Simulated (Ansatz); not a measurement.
# MnSb: the cost of one run

Computed with Ansatz 0.2.0 (DFT PBE, scalar-relativistic, plane waves, PAW, unless a step's input says otherwise).

## (1) Starting point

It takes space group F-43m (No. 216, cubic). The conventional cell has a = 5.696 Å, b = 5.696 Å, c = 5.696 Å, α = 90.00°, β = 90.00°, γ = 90.00°. Mn (site symmetry -43m) has 4 Sb at 2.47 Å as nearest neighbours. Sb (site symmetry -43m) has 4 Mn at 2.47 Å as nearest neighbours.

As a file:

```cif
data_structure
_symmetry_space_group_name_H-M 'F-43m'
_symmetry_Int_Tables_number 216
_cell_length_a 5.6960
_cell_length_b 5.6960
_cell_length_c 5.6960
_cell_angle_alpha 90.000
_cell_angle_beta 90.000
_cell_angle_gamma 90.000
_cell_volume 184.80
loop_
_atom_site_label
_atom_site_type_symbol
_atom_site_symmetry_multiplicity
_atom_site_Wyckoff_symbol
_atom_site_fract_x
_atom_site_fract_y
_atom_site_fract_z
_atom_site_occupancy
Mn1 Mn 4 a 0.00000 0.00000 0.00000 1
Sb1 Sb 4 c 0.25000 0.25000 0.25000 1
```

This is candidate A: zinc blende type (F-43m, No. 216).

(A quick probe on a coarse mesh, which set the mesh and smearing, is not shown.)

## (3) Rough relaxation on the coarse mesh (candidate A)

Contents of input.yaml:

```yaml
crystal:
  lattice:
    - [0.0, 2.8479931613, 2.8479931613]
    - [2.8479931613, 0.0, 2.8479931613]
    - [2.8479931613, 2.8479931613, 0.0]
  atoms:
    - { symbol: Mn, position: [0.0, 0.0, 0.0], spin: 3.37 }
    - { symbol: Sb, position: [0.75, 0.75, 0.75] }
basis:
  ecutwfc: 420
kpoints:
  mp_grid: { grid: [6, 6, 6] }
hamiltonian:
  xc: pbe
scf:
  occupations: { method: gaussian, width: 0.1 }
  lower_state_search: "off"
output:
  forces: true
  stress: true
  eigenvalues: true
  populations: true
magnetization:
  spin_polarized: true
relax:
  adjacent_minimum: "off"
  f_tol: 0.04
  max_steps: 70
  cell: { stress_tol: 0.4 }
```

On the command line:

```console
$ ansatz run input.yaml --threads 1 --pin off --max-ram 2560MiB --backend cpu --events-out ev --progress --plain --runs-dir out
```

**Question.** How long does this run take on 1 thread of Arm Neoverse V2, shared host, and how much memory does it need?

About 24 s, with a peak of 0.34 GiB.
